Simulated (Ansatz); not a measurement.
TiO2 (Anatase):

```
CELL_PARAMETERS angstrom
-1.89210 1.89210 4.75730
1.89210 -1.89210 4.75730
1.89210 1.89210 -4.75730
ATOMIC_POSITIONS crystal
Ti 0.75000 0.25000 0.50000
Ti 0.00000 0.00000 0.00000
O 0.79190 0.79190 0.00000
O 0.54190 0.04190 0.50000
O 0.95810 0.45810 0.50000
O 0.20810 0.20810 0.00000
```

A run of Ansatz 0.2.0 on this cell left the log below. Logs are shortened: lines on timing, memory, paths and dates and some standing lists are left out, and cuts for length are marked.

```text
Warning: RAYON_NUM_THREADS=2 ignored (pool sized by the plan → 2); use --threads N
basis.fft_grid_basis auto: the FFT boxes are laid along the combinations [[1, 0, 1], [0, 1, 1], [0, 0, 1]] of the cell's own vectors, 3.784, 3.784 and 5.458 Å long. The dense box has 30×30×40 points. Along the cell's own vectors, as sized, it would have 40×40×40, 1.78 times as many. Of the 16 symmetry operations that the crystal satisfies within crystal.symmetry.tolerance (time reversal apart; of a slab, those that keep its plane) the dense box along the cell's own vectors carries 16, and the one as laid loses 14 of those. basis.fft_grid_basis: typed keeps the cell's own vectors: state it where this run's energies or levels are differenced outside the engine with another run's, or held beside a run that keeps those vectors.
Engine: ansatz 0.2.0, x86_64-unknown-linux-gnu
Pseudopotentials: kind: paw
Pseudopotential: Ti, paw, valence charge 12, recommended cutoff 500 eV (meta_gga), Ti.paw.azcp
Pseudopotential: O, paw, valence charge 6, recommended cutoff 500 eV (meta_gga), O.paw.azcp
Functional definition: r2SCAN
  parameter k0 = 0.174
  parameter k1 = 0.065
  parameter a1 = 4.9479
  exchange = r2scan_x(k0 = k0, k1 = k1, a1 = a1)
  correlation = r2scan_c
Crystal: 6 atoms, lattice volume = 68.125 Å³
Basis set: ecut = 500 eV, 1693 PW (Γ), FFT grids on a1+a3, a2+a3, a3, exchange–correlation on 120×120×160 points (64 copies of the dense FFT grid, shifted against one another)
Bands: 30, of which v1, the nominal top of the filled ones, is band 24 counted from 1 (23 counted from 0)
Symmetry: 16 space group operations
Space group: I41/amd (ITA 141), of the structure as read, at distance tolerance 4.1e-5 Å
k-points: 102 of 1000
[... 76 lines left out ...]
  E_hartree    = 1382.682952
  E_xc         = -482.714458
  E_vxc        = -693.317420  (∫ρ·V_xc dr)
  E_paw        = -2747.617627  (= ΣΔE_a)
  E_vpaw       = -498.329506  (= ΣTr[D̂ρ^β])
  E_aug_tail   = 0.004417  (compensation charges beyond the density's cutoff)
  E_vtau       = 45.861822  (kinetic-family band-sum trace: ∫τ·v_τ [+ j·A + Jᵃ·Aᵃ] dr)
  E_ewald      = -3316.877814
  E_core_change = -0.634678  (= ΣΔE_core)
  E_smearing   = -0.000000  (= −TS)
  E_closure    = 0.000000  (closes the sum)
  Σ components = -7292.663215   (vs F -7292.663215, Δ=0.00e0)
--- Forces (eV/Å), atoms counted from 1 ---
  atom   1  Ti    -0.00000000    -0.00000000     0.00000000
  atom   2  Ti    -0.00000000     0.00000000     0.00000000
  atom   3  O     -0.00000000     0.00000000     0.00080626
  atom   4  O      0.00000000     0.00000000     0.00080626
  atom   5  O     -0.00000000     0.00000000    -0.00080626
  atom   6  O      0.00000000    -0.00000000    -0.00080626
  max |Σ_I F_I| component: 6.51e-19 eV/Å
--- Stress (GPa, compression-positive) ---
       -0.000327       0.000000      -0.000000
        0.000000      -0.000327      -0.000000
        0.000000      -0.000000      -0.008782
  P = ⅓ Tr σ = -0.0031 GPa (-0.031 kbar)
--- Band table (eV; the first three rows and the last of 102) ---
  k-point 0: bands = ["-51.6891", "-51.6304", "-27.0876", "-26.8470", "-26.8470", "-26.7782", "-26.7782", "-26.6923", "-11.7592", "-10.7475", "-10.6222", "-10.2702", "2.8471", "3.0250", "3.0250", "3.3867", "4.8209", "4.8209", "4.8564", "6.0909", "6.1223", "6.1223", "6.4391", "6.4391", "9.4424", "10.1549", "11.3557", "11.3557", "11.3563", "11.3563"]
  k-point 1: bands = ["-51.6872", "-51.6314", "-27.0870", "-26.8665", "-26.8540", "-26.7893", "-26.7784", "-26.6885", "-11.6618", "-10.6875", "-10.5796", "-10.2408", "2.8153", "2.8322", "2.9002", "3.4022", "4.6216", "4.9132", "4.9646", "5.8832", "5.9093", "5.9775", "6.1319", "6.5630", "9.8503", "10.2195", "10.9088", "11.1303", "11.1969", "11.3054"]
  k-point 2: bands = ["-51.6819", "-51.6345", "-27.0856", "-26.9132", "-26.8719", "-26.8183", "-26.7767", "-26.6853", "-11.3934", "-10.5356", "-10.4630", "-10.1654", "2.4259", "2.6268", "2.7839", "3.5034", "4.2017", "4.6984", "4.9293", "5.1749", "5.3001", "5.7472", "6.2784", "6.6703", "10.2573", "10.4602", "10.6236", "10.9727", "11.0044", "11.4457"]
  k-point 101: bands = ["-51.6598", "-51.6598", "-26.8935", "-26.8935", "-26.8693", "-26.8693", "-26.7556", "-26.7556", "-11.1861", "-11.1861", "-10.5352", "-10.5352", "3.1123", "3.1123", "3.1130", "3.1130", "4.8492", "4.8492", "5.5195", "5.5195", "5.6232", "5.6232", "6.7922", "6.7922", "9.7869", "9.7869", "11.1027", "11.1027", "11.6232", "11.6232"]
--- Relaxed structure (4 steps of the walk, 4 accepted, 1 SCFs on fresh bases) ---
  F+E_penalty+E_count = -7292.66321542 eV   max|allowed force component| = 8.063e-4 eV/Å   (the final SCF, on the basis selected at the relaxed cell)
  cell:  # Å, volume = 68.3912 Å³
    - [-1.8889684011423484, 1.8889684011423484, 4.79171039491562]
    - [1.8889684011423484, -1.8889684011423484, 4.79171039491562]
    - [1.8889684011423484, 1.8889684011423484, -4.79171039491562]
  atoms:
    - { symbol: Ti, position: [0.75, 0.25000000000000006, 0.5] }
    - { symbol: Ti, position: [1.566832013082596e-20, 1.5668320130825992e-20, 7.952184181874738e-37] }
    - { symbol: O, position: [0.7927180433110084, 0.7927180433110084, 9.406530985781126e-35] }
    - { symbol: O, position: [0.5427180433110085, 0.0427180433110083, 0.5000000000000001] }
    - { symbol: O, position: [0.9572819566889914, 0.4572819566889915, 0.5] }
    - { symbol: O, position: [0.2072819566889917, 0.2072819566889917, 8.790433132937445e-36] }
```

What input gives this log?

Relaxation of cell and atoms with r2SCAN, no spin polarisation. The files as run (others can give the same):

input.yaml
```yaml
crystal:
  lattice:
    - [-1.8921, 1.8921, 4.7573]
    - [1.8921, -1.8921, 4.7573]
    - [1.8921, 1.8921, -4.7573]
  atoms:
    - { symbol: Ti, position: [0.75, 0.25, 0.5] }
    - { symbol: Ti, position: [0.0, 0.0, 0.0] }
    - { symbol: O, position: [0.7919, 0.7919, 0.0] }
    - { symbol: O, position: [0.5419, 0.0419, 0.5] }
    - { symbol: O, position: [0.9581, 0.4581, 0.5] }
    - { symbol: O, position: [0.2081, 0.2081, 0.0] }
hamiltonian:
  xc: r2scan
  pseudopotentials: { kind: paw }
kpoints:
  mp_grid: { grid: [10, 10, 10] }
scf:
  occupations: { method: fermi_dirac, width: 0.05 }
output:
  forces: true
  stress: true
  eigenvalues: true
relax:
  f_tol: 0.01
  max_steps: 40
  cell: { stress_tol: 0.05 }
```

Potentials or basis: Ansatz PAW.
The run is started by
```console
$ ansatz run input.yaml --threads 2 --pin off --max-ram 5632MiB --backend cpu --events-out ev --progress --plain --runs-dir out
```

Caveat: the plane-wave basis is chosen anew once the cell has moved, so the energies of steps on either side of that aren't comparable; the PAW data sets come from PBE, with cores solved anew for the run's functional, which leaves a small shift of forces and pressure.
